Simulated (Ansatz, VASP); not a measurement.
Two plane-wave programs on Ge

INCAR

```
SYSTEM = Ge
ALGO = Normal ; EDIFF = 1E-6
ENCUT = 520 ; GGA = RE
ISIF = 2 ; ISMEAR = -1
LASPH = .True. ; LCHARG = .False.
LREAL = .False. ; LWAVE = .False.
NBANDS = 21 ; NELM = 100
PREC = Accurate ; SIGMA = 0.05
```

Contents of KPOINTS:

```
k-points
0
Gamma
  9 9 9
  0 0 0
```

POSCAR

```
Ge
1.0
    0.0000000000      3.0174018550      3.0174018550
    3.0174018550      0.0000000000      3.0174018550
    3.0174018550      3.0174018550      0.0000000000
Ge
2
Direct
    0.5000000000      0.5000000000      0.5000000000
    0.7500000000      0.7500000000      0.7500000000
```

Input for Ansatz:

```yaml
crystal:
  lattice:
    - [0.0, 3.017401855, 3.017401855]
    - [3.017401855, 0.0, 3.017401855]
    - [3.017401855, 3.017401855, 0.0]
  atoms:
    - { symbol: Ge, position: [0.5, 0.5, 0.5] }
    - { symbol: Ge, position: [0.75, 0.75, 0.75] }
hamiltonian:
  xc: revpbe
  pseudopotentials:
    kind: paw
    azcp:
      Ge: "pseudopotentials/Ge.paw.azcp"
basis:
  ecutwfc: 420
  fft_grid_basis: typed
kpoints:
  mp_grid: { grid: [9, 9, 9], shift: [0, 0, 0] }
magnetization:
  spin_polarized: false
scf:
  occupations: { method: fermi_dirac, width: 0.05 }
output:
  stress: true
```

Alike in both runs: task single point; functional revPBE; k mesh 9 × 9 × 9; occupations fermi-dirac, width 0.05 eV; no spin polarisation.

```csv
,VASP,Ansatz
version,VASP 6.6.1,Ansatz 0.2.0
potentials or method,"VASP PAW PBE potentials, release 64 (Ge_d)","plane waves (420 eV) with PAW, scalar-relativistic"
plane-wave cutoff (eV),520,420
valence electrons in the cell,28,28
```

|  | VASP | Ansatz | Ansatz less VASP |
| --- | --- | --- | --- |
| pressure (GPa) | -4.9 | -4.9 | +0.08 |

Caveats: the PAW data sets were made with another functional, which shifts forces and pressure a little (VASP).
